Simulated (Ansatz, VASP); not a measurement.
## Ge in VASP and in Ansatz

```
CELL_PARAMETERS angstrom
0.00000 2.21809 2.21809
2.21809 0.00000 2.21809
2.21809 2.21809 0.00000
ATOMIC_POSITIONS crystal
Ge 0.00000 0.00000 0.00000
```

Alike in both runs: task single point; functional BLYP; k mesh 14 × 14 × 14; occupations fermi-dirac, width 0.1 eV; no spin polarisation.

|  | VASP | Ansatz |
| --- | --- | --- |
| version | VASP 6.6.1 | Ansatz 0.2.0 |
| potentials or method | VASP PAW PBE potentials, release 64 (Ge_d) | plane waves (420 eV) with PAW, scalar-relativistic |
| plane-wave cutoff (eV) | 520 | 420 |
| valence electrons in the cell | 14 | 14 |

```csv
,VASP,Ansatz,Ansatz less VASP
pressure (GPa),0.0,0.1,+0.05
```

Caveats: the PAW data sets were made with another functional, which shifts forces and pressure a little (VASP).
